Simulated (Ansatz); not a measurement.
Input and command of a plane-wave DFT calculation in Ansatz:

```yaml
crystal:
  lattice:
    - [5.2467021262, 0.0, 0.0]
    - [0.0, 5.0305245226, 0.0]
    - [0.0, 0.0, 5.0594488668]
  atoms:
    - { symbol: Hf, position: [0.0325044438, 0.2670267595, 0.2410781169] }
    - { symbol: Hf, position: [0.4674955562, 0.2670267595, 0.7410781169] }
    - { symbol: Hf, position: [0.5325044438, 0.7329732405, 0.2410781169] }
    - { symbol: Hf, position: [0.9674955562, 0.7329732405, 0.7410781169] }
    - { symbol: O, position: [0.3670457372, 0.0700103559, 0.380766135] }
    - { symbol: O, position: [0.1329542628, 0.0700103559, 0.880766135] }
    - { symbol: O, position: [0.7321661108, 0.4611158023, 0.4911557481] }
    - { symbol: O, position: [0.7678338892, 0.4611158023, 0.9911557481] }
    - { symbol: O, position: [0.2678338892, 0.5388841977, 0.9911557481] }
    - { symbol: O, position: [0.2321661108, 0.5388841977, 0.4911557481] }
    - { symbol: O, position: [0.8670457372, 0.9299896441, 0.380766135] }
    - { symbol: O, position: [0.6329542628, 0.9299896441, 0.880766135] }
basis:
  ecutwfc: 500
kpoints:
  mp_grid: { grid: [6, 6, 6] }
  band_path:
    path:
      - [[0.0, 0.0, 0.0], [0.5, 0.0, 0.0], [0.5, 0.5, 0.0], [0.0, 0.5, 0.0], [0.0, 0.0, 0.0], [0.0, 0.0, 0.5], [0.5, 0.0, 0.5], [0.5, 0.5, 0.5], [0.0, 0.5, 0.5], [0.0, 0.0, 0.5]]
      - [[0.5, 0.0, 0.0], [0.5, 0.0, 0.5]]
      - [[0.0, 0.5, 0.0], [0.0, 0.5, 0.5]]
      - [[0.5, 0.5, 0.0], [0.5, 0.5, 0.5]]
    npoints: 10
hamiltonian:
  xc: r2scan
scf:
  occupations: { method: gaussian, width: 0.02 }
  n_extra_bands: 30
output:
  forces: true
  stress: true
  eigenvalues: true
  populations: true
  dos: { projected: true, de: 0.02, nscf_kmesh: { grid: [9, 9, 9] } }
  bader: false
```

```bash
ansatz run input.yaml --threads 2 --pin off --max-ram 5120MiB --backend cpu --events-out ev --progress --plain --runs-dir out
```

Processor: AMD EPYC 9R45 96-Core Processor (Zen 5), 2 threads, on a host shared with other jobs.

Problem. How long does it run, and how much memory does it take?

Solution. About 2.4 min on 2 threads of AMD EPYC 9R45 96-Core Processor (Zen 5), on a shared host, peak memory 1.9 GiB. It solves 106 bands at 64 k points (the mesh reduced by the symmetry that the task leaves, which can be less than the crystal's) with about 3383 plane waves, in 8 SCF iterations.
